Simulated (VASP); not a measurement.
Write the native input for VASP 6.6.1 that does the following.

```yaml
Task: single point
Functional: r2SCAN
Potentials_or_basis: VASP PAW PBE potentials, release 64 (H)
Cutoff: 520 eV
k_mesh: 6 × 6 × 6
Occupations: gaussian, width 0.02 eV
Spin: no spin polarisation
Dipole_correction: no
Further_INCAR_settings: ALGO = Normal; EDIFF = 1e-06; NBANDS = 10
```

H:

```xyz
4
Lattice="2.6512 -2.5858 0.0000 2.6512 2.5858 0.0000 0.0000 0.0000 4.3976" Properties=species:S:1:pos:R:3 pbc="T T T"
H     2.6512   -2.3405    0.2784
H     2.6512    0.2453    1.9204
H     2.6512   -0.2453    2.4772
H     2.6512    2.3405    4.1192
```

One way to write it, as run:

POSCAR

```
H
1.0
    2.6511535761     -2.5858427822      0.0000000000
    2.6511535761      2.5858427822      0.0000000000
    0.0000000000      0.0000000000      4.3975769142
H
4
Direct
    0.9525595629      0.0474404371      0.0632989013
    0.4525595629      0.5474404371      0.4367010987
    0.5474404371      0.4525595629      0.5632989013
    0.0474404371      0.9525595629      0.9367010987
```

INCAR.step1

```
PREC = Accurate
ENCUT = 520
ISMEAR = 0
SIGMA = 0.02
LREAL = F
LASPH = T
NELM = 100
NBANDS = 10
GGA = PE
ALGO = Normal
EDIFF = 1E-4
LWAVE = T
LCHARG = F
```

INCAR.step2

```
PREC = Accurate
ENCUT = 520
EDIFF = 1E-6
ISMEAR = 0
SIGMA = 0.02
LREAL = F
LASPH = T
NELM = 100
ALGO = Normal
ISIF = 2
LWAVE = F
LCHARG = F
METAGGA = R2SCAN
LMIXTAU = T
NBANDS = 10
ISTART = 1
```

KPOINTS

```
regular mesh
0
Gamma
  6 6 6
```

Potentials or basis: VASP PAW PBE potentials, release 64 (H).

Launch:

```sh
$ cat potpaw_PBE.64/H/POTCAR > POTCAR
$ cp INCAR.step1 INCAR
$ mpirun -np 1 vasp_std > vasp.out
$ cp INCAR.step2 INCAR
$ mpirun -np 1 vasp_std > vasp.out
```

Results of the run:

* Pressure: -0.1 GPa
* Largest force: 0.003 eV/Å
* Band gap on the k mesh: 10.28 eV, indirect (least direct gap 10.78 eV)

Caveat: the PAW data sets were made with another functional, which shifts forces and pressure a little.

It took 37 s on 1 thread of Intel(R) Xeon(R) 6975P-C (Granite Rapids), on a shared host, peak memory 0.17 GiB.
